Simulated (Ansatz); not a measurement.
# W: properties at the relaxed cell

The task here is to estimate one member of a computed series from the others.

This is W in the fcc structure; at room conditions it is bcc.

Computed with Ansatz 0.2.0 (DFT r2SCAN, scalar-relativistic, plane waves, PAW, unless a step's input says otherwise).

2 further runs of the same task are left out: 2 set aside as unsound or not needed.

**The structure to begin with**

Symmetry: Fm-3m, No. 225, cubic system. Conventional cell: a = 4.017 Å, b = 4.017 Å, c = 4.017 Å, α = 90.00°, β = 90.00°, γ = 90.00°. W (site symmetry m-3m) is surrounded by 12 W at 2.84 Å.

Structure file:

```xyz
1
Lattice="0.0000 2.0086 2.0086 2.0086 0.0000 2.0086 2.0086 2.0086 0.0000" Properties=species:S:1:pos:R:3 pbc="T T T"
W     0.0000    0.0000    0.0000
```

This cell was relaxed beforehand with the same method: volume 16.21 Å³/atom, gap on the mesh none (metal).

The first run:

Input file input.yaml:

```yaml
crystal:
  lattice:
    - [0.0, 2.0085763247, 2.0085763247]
    - [2.0085763247, 0.0, 2.0085763247]
    - [2.0085763247, 2.0085763247, 0.0]
  atoms:
    - { symbol: W, position: [0.0, 0.0, 0.0] }
basis:
  ecutwfc: 500
kpoints:
  mp_grid: { grid: [18, 18, 18] }
  band_path:
    path:
      - [[0.0, 0.0, 0.0], [0.5, 0.0, 0.5], [0.625, 0.25, 0.625]]
      - [[0.375, 0.375, 0.75], [0.0, 0.0, 0.0], [0.5, 0.5, 0.5], [0.5, 0.25, 0.75], [0.5, 0.0, 0.5]]
    npoints: 14
hamiltonian:
  xc: r2scan
scf:
  occupations: { method: gaussian, width: 0.1 }
  n_extra_bands: 6
output:
  forces: true
  stress: true
  eigenvalues: true
  populations: true
  dos: { projected: true, de: 0.02, nscf_kmesh: { grid: [27, 27, 27] } }
  bader: true
```

Run with:

```bash
$ ansatz run input.yaml --threads 1 --pin off --max-ram 2560MiB --backend cpu --events-out ev --progress --plain --runs-dir out
```

Steps of the session up to this table: Bands, states and charges; The cell as listed, for comparison; Volume × 0.97; Point at V/V0 = 1.03; The cell scaled to 0.94 of its volume; Point at V/V0 = 1.06; Volume × 0.91; Point at V/V0 = 1.10; The cell scaled to 0.88 of its volume.

One of the session's tables, all rows but one given; the rest of the session is left out.

It belongs to the step «Fit of the equation of state». 

| volume (Å³/atom) | energy above the lowest point (meV/atom) | pressure (GPa) |
| --- | --- | --- |
| 14.262 | 267.6 | 48.81 |
| 14.748 | 143.2 | 33.73 |
| 15.234 | 61.1 | 20.94 |
| 15.721 | 14.7 | 9.80 |
| 16.207 | 0.0 | 0.00 |
| 16.693 | ? | ? |
| 17.179 | 50.6 | -15.69 |
| 17.827 | 131.1 | -23.67 |

Estimate the missing values for volume (Å³/atom) = 16.693.

Worked estimate for «energy above the lowest point (meV/atom)». A straight line through the neighbours (16.207, 0.0) and (17.179, 50.6) gives 0.0 + (50.6 − 0.0) × (16.693 − 16.207) / (17.179 − 16.207) = 25.3; a parabola fitted to 4 rows on both sides gives 13.8.

**Answer.** energy above the lowest point (meV/atom): 13.3; pressure (GPa): -8.48. In «energy above the lowest point (meV/atom)» the line misses by +12.0 and the parabola by +0.5.
